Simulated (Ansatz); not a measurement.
This Fe4Pt structure is the end of a relaxation. The cell was found from a structure generator's guess, not taken from experiment.

These are results of DFT PBE, scalar-relativistic, plane waves, PAW (Ansatz), not measurements. Cutoff 420 eV, Γ-centred mesh, Gaussian smearing, collinear spin.

```cif
data_structure
_symmetry_space_group_name_H-M 'P 1'
_symmetry_Int_Tables_number 1
_cell_length_a 4.8944
_cell_length_b 4.8944
_cell_length_c 4.8944
_cell_angle_alpha 95.073
_cell_angle_beta 95.073
_cell_angle_gamma 145.403
_cell_volume 63.56
loop_
_atom_site_label
_atom_site_type_symbol
_atom_site_fract_x
_atom_site_fract_y
_atom_site_fract_z
_atom_site_occupancy
Fe1 Fe 0.68813 0.89316 0.58129 1
Fe2 Fe 0.31187 0.10684 0.41871 1
Fe3 Fe 0.10684 0.68813 0.79497 1
Fe4 Fe 0.89316 0.31187 0.20503 1
Pt1 Pt 0.50000 0.50000 0.00000 1
```

Energies over the elements count from the elements' standard structures at the same level, with no fitted energy shifts.

(1) Find its symmetry and describe it.

(2) How far does it lie from the elements in energy?

(3) Is it a metal?

(4) Which magnetic moments does it keep?

Results:

(1) I4/m (No. 87), with Fe and Pt ordered on bcc sites. Conventional cell: a = 6.609 Å, c = 2.911 Å. Around Fe lie 6 Fe at 2.49–2.52 Å, 2 Pt at 2.62 Å, 3 Fe at 2.86–2.91 Å, 1 Pt at 2.88 Å and 2 Fe at 3.08 Å; around Pt lie 8 Fe at 2.62 Å, 4 Fe at 2.88 Å and 2 Pt at 2.91 Å.

(2) −0.08 eV/atom. It lies below the elements, which doesn't yet make it stable against other compounds or structures.

(3) Yes, bands cross the Fermi level on the 14×14×14 mesh.

(4) 2.24 μB per atom net, the space between the atoms included; by site: Fe 2.7 (×4); Pt 0.5 μB.

The last run used collinear spin, a 14×14×14 mesh for its 5-atom cell and Gaussian smearing of 0.10 eV. Spin–orbit coupling, which can matter for Pt, is left out. Another magnetic order may lie lower. Symmetry constrained the relaxation, so the result can be a saddle point.
